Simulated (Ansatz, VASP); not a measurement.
## Li in VASP and in Ansatz

```
Li
1.0
     2.53464    0.00000    0.00000
     0.00000    2.53464    0.00000
     0.00000    0.00000    3.08772
Li
1
Direct
  0.00000 0.00000 0.00000
```

Alike in both runs: task relaxation of cell and atoms; functional PBE; k mesh 6 × 6 × 6; occupations gaussian, width 0.1 eV; no spin polarisation.

|  | VASP | Ansatz |
| --- | --- | --- |
| version | VASP 6.6.1 | Ansatz 0.2.0 |
| potentials or method | VASP PAW PBE potentials, release 64 (Li_sv) | scalar-relativistic, plane waves, PAW |
| plane-wave cutoff (eV) | 600 | 420 |
| valence electrons in the cell | 3 | 3 |

|  | VASP | Ansatz | Ansatz less VASP |
| --- | --- | --- | --- |
| gap on the k mesh at the Fermi level, each at its own relaxed structure (eV) | none | none | - |
| relaxed volume (Å³/atom) | 20.34 | 20.16 | -0.179 |
| relaxed cell length with the largest relative difference (Å) | 2.730 | 2.719 | -0.0104 |
| energy change over the relaxation (meV/atom) | -113 | -112 | +0.5 |

A gap of «none» marks a metal or a gap that the smearing closes.

Caveats: the k mesh is coarse (spacing up to 0.41 Å⁻¹), so the values aren't converged; the cutoff is under 1.25 times the usual one of these potentials, so pressure, stress and relaxed cells hold a basis-set (Pulay) error (VASP).
